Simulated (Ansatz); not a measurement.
Here is an Ansatz 0.2.0 calculation.

File input.yaml:

```yaml
crystal:
  lattice:
    - [6.3464495577, 0.0, 0.0]
    - [0.0, 3.49421554, 0.0]
    - [-0.5490254083, 0.0, 14.8561586148]
  atoms:
    - { symbol: Te, position: [0.06308657, 0.5, 0.40139181] }
    - { symbol: Te, position: [0.93626097, 0.0, 0.59892358] }
    - { symbol: Te, position: [0.56720469, 0.0, 0.36206281] }
    - { symbol: Te, position: [0.43253951, 0.5, 0.63827401] }
    - { symbol: Te, position: [0.09104745, 0.0, 0.13792275] }
    - { symbol: Te, position: [0.90945389, 0.5, 0.86175202] }
    - { symbol: Te, position: [0.58109276, 0.5, 0.09854983] }
    - { symbol: Te, position: [0.41934698, 0.0, 0.90115399] }
    - { symbol: Mo, position: [0.31968622, 0.0, 0.50682682] }
    - { symbol: Mo, position: [0.6797845, 0.5, 0.49352002] }
    - { symbol: Mo, position: [0.1814915, 0.5, 0.00653163] }
    - { symbol: Mo, position: [0.81900395, 0.0, 0.99308972] }
hamiltonian:
  xc: rpbe
  pseudopotentials: { kind: paw }
  dispersion: d3bj
kpoints:
  mp_grid: { grid: [3, 6, 2] }
scf:
  occupations: { method: fermi_dirac, width: 0.05 }
output:
  forces: true
  stress: true
  eigenvalues: true
  write_density: true
  write_potential: true
  elf: true
  volumetric_format: npy
relax:
  f_tol: 0.01
  max_steps: 40
  cell: { stress_tol: 0.05 }
```

Potentials or basis: Ansatz PAW.

Command:

```bash
$ ansatz run input.yaml --threads 4 --pin off --max-ram 11264MiB --backend cpu --events-out ev --progress --plain --runs-dir out
```

**Question.** Estimate the relaxed cell.

**Answer.** a = 5.947 Å, b = 3.162 Å, c = 12.150 Å, α = 90.00°, β = 97.41°, γ = 90.00°.

**Question.** Predict the relaxed volume.

**Answer.** 18.88 Å³/atom.

**Question.** Predict the band gap on the k mesh.

**Answer.** None (metal or under the smearing width).

The path:
| step | energy change (eV) | largest force (eV/Å) | volume (Å³) |
| --- | --- | --- | --- |
| 1 | 0.0000 | 1.1872 | 329.45 |
| 2 | -2.8562 | 1.5323 | 292.73 |
| 3 | -4.3494 | 0.8707 | 267.27 |
| 4 | -5.5413 | 0.6956 | 244.30 |
| 5 | -6.2094 | 0.4550 | 232.28 |
| 6 | -6.6753 | 0.4468 | 227.95 |
| 7 | -6.8140 | 0.3381 | 226.98 |
| 8 | -6.8466 | 0.0487 | 226.50 |
| 9 | -6.8479 | 0.0118 | 226.54 |
| 10 | -6.8480 | 0.0031 | 226.57 |
| 11 | -6.8317 | 0.0027 | 226.57 |

Caveat: the volume moved by over 15 % at a fixed basis, so the end points are rough; the plane-wave basis is chosen anew once the cell has moved, so the energies of steps on either side of that aren't comparable; the PAW data sets come from PBE, with cores solved anew for the run's functional, which leaves a small shift of forces and pressure. The run has no spin-orbit coupling, so splittings on Te are missing.
